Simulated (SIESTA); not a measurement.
Crystal: PbF2 (Fluorocronite).

```xyz
3
Lattice="0.0000 2.9637 2.9637 2.9637 0.0000 2.9637 2.9637 2.9637 0.0000" Properties=species:S:1:pos:R:3 pbc="T T T"
Pb    0.0000    0.0000    0.0000
F     4.4455    4.4455    4.4455
F     1.4818    1.4818    1.4818
```

Base run:

| Quantity | Value |
| --- | --- |
| Program | SIESTA 5.4.2 |
| Functional | AM05 |
| Potentials or basis | PseudoDojo 0.4 standard (PBEsol files) |
| Basis | DZP (energy shift 0.003 Ry; two zetas on semicore shells) |
| Grid cutoff | 800 Ry |
| Energy shift | 0.003 Ry |
| k mesh | 8 × 8 × 8 |
| Occupations | fermi-dirac, width 0.05 eV |
| Spin | no spin polarisation |

Its results: band gap on the k mesh 4.26 eV, indirect (least direct gap 4.43 eV); pressure 1.6 GPa.

Task: The run is repeated on the same cell with these changes: functional from AM05 to PBEsol. What comes out?

Result: Band gap on the k mesh 4.25 eV, indirect (least direct gap 4.41 eV); pressure -0.9 GPa.

Caveats: spin-orbit coupling is left out, which as a rule narrows the gap of such compounds by several tenths of an eV; the basis of atomic orbitals isn't converged, which shifts pressures, moduli and gaps; the potentials were made for another functional, which shifts forces and pressure (some runs).

Not every run made on this cell is shown here.
